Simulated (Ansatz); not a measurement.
# What a change of settings does to a run on Mg2Ge

Structure from Materials Project entry mp-408 (possibly hypothetical), not relaxed further.

First run: DFT, PBEsol, all-electron PAW with datasets made for the crystal, scalar-relativistic (Ansatz 0.2.0).

Command: `ansatz run input.yaml --threads 1 --pin off --max-ram 4096MiB --backend cpu --events-out ev --progress --plain --runs-dir out` The run took 6.6 s on 1 thread of Intel(R) Xeon(R) 6975P-C (Granite Rapids) (shared host).

```yaml
crystal:
  lattice:
    - [0.0, 3.1842959198, 3.1842959198]
    - [3.1842959198, 0.0, 3.1842959198]
    - [3.1842959198, 3.1842959198, 0.0]
  atoms:
    - { symbol: Mg, position: [0.75, 0.75, 0.75] }
    - { symbol: Mg, position: [0.25, 0.25, 0.25] }
    - { symbol: Ge, position: [0.0, 0.0, 0.0] }
kpoints:
  mp_grid: { grid: [9, 9, 9] }
  band_path:
    path:
      - [0.0, 0.0, 0.0]
      - [0.5, 0.0, 0.5]
      - [0.625, 0.25, 0.625]
      - [0.375, 0.375, 0.75]
      - [0.0, 0.0, 0.0]
      - [0.5, 0.5, 0.5]
      - [0.5, 0.25, 0.75]
      - [0.5, 0.0, 0.5]
    npoints: 8
scf:
  occupations: { method: fermi_dirac, width: 0.08 }
hamiltonian:
  xc: pbesol
  pseudopotentials: { kind: all_electron, datasets: crystal }
output:
  forces: true
  stress: true
  eigenvalues: true
  efg: { contact_densities: true }
```

Result: converged; pressure -0.14 GPa; gap on the k mesh 0.17 eV (the mesh can miss the band edges); 7 SCF iterations.

A second input differs as follows:

```diff
@@ -22,5 +22,5 @@
     npoints: 8
 scf:
-  occupations: { method: fermi_dirac, width: 0.08 }
+  max_iter: 100
 hamiltonian:
   xc: pbesol
```

Q: What is wrong with it, and what does the program do?

A: The fault is no occupation method. The run refused before any iteration. The log ends:
```
Error: YAML parse error: `scf.occupations.method` is required: fixed only where the cell keeps a band gap throughout the run, explicit beside scf.occupations.values (under evaluate: without them), else a smearing such as fermi_dirac (scf.occupations.width is optional; its entry in the input reference gives the default)
```
